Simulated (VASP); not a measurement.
From VASP inputs to Ansatz: GaP (zincblende)

INCAR, step 1 (PBE orbitals to start from)

```
GGA = PE
ISMEAR = 0
LREAL = .FALSE.
PREC = Accurate
LWAVE = .TRUE.
LCHARG = .FALSE.
SIGMA = 0.01
ENCUT = 520
LASPH = .TRUE.
NBANDS = 16
NELM = 120
EDIFF = 1E-5
```

INCAR, step 2

```
NELM = 120
LREAL = .FALSE.
LWAVE = .FALSE.
ISMEAR = 0
ISTART = 1
ALGO = Normal
LCHARG = .FALSE.
ENCUT = 520
PRECFOCK = Fast
ISIF = 2
EDIFF = 1E-7
SIGMA = 0.01
GGA = PE
LASPH = .TRUE.
LHFCALC = .TRUE.
NBANDS = 16
NSW = 0
IBRION = -1
HFSCREEN = 0.2079
AEXX = 0.25
PREC = Accurate
```

KPOINTS

```
KPOINTS created by Atomic Simulation Environment
0
Gamma
6 6 6
0 0 0
```

KPOINTS_OPT

```
special points
7
Reciprocal
0.0000000000 0.0000000000 0.0000000000 1
0.5000000000 0.0000000000 0.5000000000 1
0.5000000000 0.2500000000 0.7500000000 1
0.3750000000 0.3750000000 0.7500000000 1
0.5000000000 0.5000000000 0.5000000000 1
0.6250000000 0.2500000000 0.6250000000 1
0.4500000000 0.0000000000 0.4500000000 1
```

POSCAR

```
Ga P
 1.0000000000000000
    -0.0000000000000000    2.7253992941285432    2.7253992941285432
     2.7253992941285432    0.0000000000000000    2.7253992941285432
     2.7253992941285432    2.7253992941285432    0.0000000000000000
 Ga  P
   1   1
Cartesian
  0.0000000000000000 -0.0000000000000000 -0.0000000000000000
  1.3626996470642714  1.3626996470642714  1.3626996470642714
```

VASP ran with the recommended PBE PAW datasets (18 valence electrons in the cell).

**Question.** Translate these files to an Ansatz input.

**Answer.** 

```yaml
crystal:
  lattice:
    - [0.0, 2.7253992941, 2.7253992941]
    - [2.7253992941, 0.0, 2.7253992941]
    - [2.7253992941, 2.7253992941, 0.0]
  atoms:
    - { symbol: Ga, position: [0.0, 0.0, 0.0] }
    - { symbol: P, position: [0.25, 0.25, 0.25] }
kpoints:
  mp_grid: { grid: [6, 6, 6] }
  band_path:
    path:
      - [0.0, 0.0, 0.0]
      - [0.5, 0.0, 0.5]
      - [0.5, 0.25, 0.75]
      - [0.375, 0.375, 0.75]
      - [0.5, 0.5, 0.5]
      - [0.625, 0.25, 0.625]
      - [0.45, 0.0, 0.45]
    npoints: 1
hamiltonian:
  xc: hse06
scf:
  occupations: { method: fixed }
  n_extra_bands: 4
output:
  forces: true
  stress: true
  eigenvalues: true
```

Other inputs would serve too.

```tsv
	VASP	Ansatz
gap between bands v and c	2.26 eV	2.26 eV
least direct gap	2.79 eV	2.80 eV
pressure	0.5 GPa	0.7 GPa
```

Each program uses its own PAW datasets. VASP's cell holds 18 valence electrons and Ansatz's 18. Ansatz's stress includes a Pulay correction; VASP's doesn't.
